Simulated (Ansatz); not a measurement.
## Tuning gaps by epitaxial strain

Plane-wave DFT in Ansatz, r2SCAN, scalar-relativistic PAW potentials, cutoff 500 eV, no spin-orbit coupling; no spin polarisation. Equal strain along a and b of the conventional cell, c and the atoms relaxed; gaps sought over the whole zone.

```tsv
crystal	strain: gap (eV)
Si (P6_3/mmc)	-4.5 %: 0.270; -3.0 %: 0.538; -1.5 %: 0.611; +0.0 %: 0.608; +1.5 %: 0.593; +3.0 %: 0.567; +4.5 %: 0.533
SnO₂ (P4_2/mnm)	-4.5 %: 2.251; -3.0 %: 2.089; -1.5 %: 1.927; +0.0 %: 1.769; +1.5 %: 1.623; +3.0 %: 1.496; +4.5 %: 1.394
SnO (P4/nmm)	-6.0 %: 0.730; -4.0 %: 0.141; -2.0 %: 0.145; +0.0 %: 0.363; +2.0 %: 0.650; +4.0 %: 0.926; +6.0 %: 1.166
TiO₂ (I4_1/amd)	-3.0 %: 2.882; -2.0 %: 2.756; -1.0 %: 2.637; +0.0 %: 2.529; +1.0 %: 2.432; +2.0 %: 2.350; +3.0 %: 2.279
```

**Question.** What are the slopes on either side of zero strain, and why can they differ?

**Answer.** Si (P6_3/mmc) -2 and -10; SnO₂ (P4_2/mnm) -105 and -97; SnO (P4/nmm) +109 and +144; TiO₂ (I4_1/amd) -108 and -97 meV per % (over the first step on the compressive side, then on the tensile side; a positive slope means the gap grows as the plane is stretched). No slope drops markedly, so one pair of band edges probably holds through zero strain, and what differs is curvature. Relaxations kept the strained cell's symmetry, so distortions at large strain weren't sought, and coherent films seldom hold more than 2 to 3 %. The slope of one pair of band edges is as a rule more reliable than the Kohn–Sham gap, while the strain at which pairs cross shifts with the functional.

Cost: about 46 core-minutes for the runs cited, on Arm Neoverse V2, Intel Xeon Processor @ 2.50GHz (Skylake/Cascade Lake), Intel Xeon Platinum 8488C (Sapphire Rapids) and other processors (shared hosts).